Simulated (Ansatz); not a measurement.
# BaS: band gap under strain

How does strain move the band edges of BaS (rocksalt), and do the functionals agree on it? States: -0.5 % biaxial strain in the (111) plane, free along [111]; +3.2 % equal strain in all directions; -3.8 % strain along x alone.

The runs shown are made with Ansatz 0.2.0. PAW datasets, plane waves. No spin polarisation and no zero-point or thermal motion.

### 1 Starting point

The unstrained cell was relaxed with r2SCAN; in each strained cell the atoms were relaxed again with r2SCAN. Names of k-points are those of the unstrained zone, where strain can split equivalent points. First state: -0.5 % biaxial strain in the (111) plane, free along [111].

It is trigonal, R-3m (No. 166); a = 4.519 Å, c = 11.176 Å in the conventional setting, 32.95 Å³ an atom. Near Ba stand 6 S at 3.21 Å; near S stand 6 Ba at 3.21 Å.

As a file:

```xyz
2
Lattice="0.0203 3.2160 3.2160 3.2160 0.0203 3.2160 3.2160 3.2160 0.0203" Properties=species:S:1:pos:R:3 pbc="T T T"
Ba    0.0000    0.0000    0.0000
S     3.2261    3.2261    3.2261
```

### 2 -0.5 % biaxial strain in the (111) plane, free along [111]: PBE

input.yaml reads:

```yaml
crystal:
  lattice:
    - [0.0202575505, 3.2159944414, 3.2159944414]
    - [3.2159944414, 0.0202575505, 3.2159944414]
    - [3.2159944414, 3.2159944414, 0.0202575505]
  atoms:
    - { symbol: Ba, position: [0.0, 0.0, 0.0] }
    - { symbol: S, position: [0.5, 0.5, 0.5] }
kpoints:
  mp_grid: { grid: [8, 8, 8] }
  band_path:
    path:
      - [0.0, 0.0, 0.0]
      - [0.5, 0.0, 0.5]
      - [0.625, 0.25, 0.625]
      - [0.375, 0.375, 0.75]
      - [0.5, 0.5, 0.5]
      - [0.5, 0.25, 0.75]
    npoints: 1
hamiltonian:
  xc: pbe
scf:
  occupations: { method: fermi_dirac, width: 0.02 }
  n_extra_bands: 4
output:
  forces: true
  stress: true
  eigenvalues: true
```

Launch:

```console
> ansatz run input.yaml --threads 4 --pin off --max-ram 3686MiB --backend cpu --events-out ev --progress --plain --runs-dir out
```

After this run come: -0.5 % biaxial strain in the (111) plane, free along [111]: r2SCAN; -0.5 % biaxial strain in the (111) plane, free along [111]: HSE06; +3.2 % equal strain in all directions: PBE; +3.2 % equal strain in all directions: r2SCAN; +3.2 % equal strain in all directions: HSE06; -3.8 % strain along x alone: PBE; -3.8 % strain along x alone: r2SCAN; -3.8 % strain along x alone: HSE06.

What does the calculation give?

**Answer**, as computed:

Least gap in eV (negative: overlap):

```
                                                     state   PBE  r2SCAN  HSE06
-0.5 % biaxial strain in the (111) plane, free along [111]  2.21    2.56   3.12
                     +3.2 % equal strain in all directions  2.34    2.68   3.24
                               -3.8 % strain along x alone  2.06    2.40   2.97
```

Where both were run, the HSE06 gap lies +0.91 eV from PBE's, each on its own k points. In PBE the gap is least under -3.8 % strain along x alone (2.06 eV) and largest under +3.2 % equal strain in all directions (2.34 eV). Spin-orbit coupling is left out of the table, though the cell holds Ba (Z = 56).
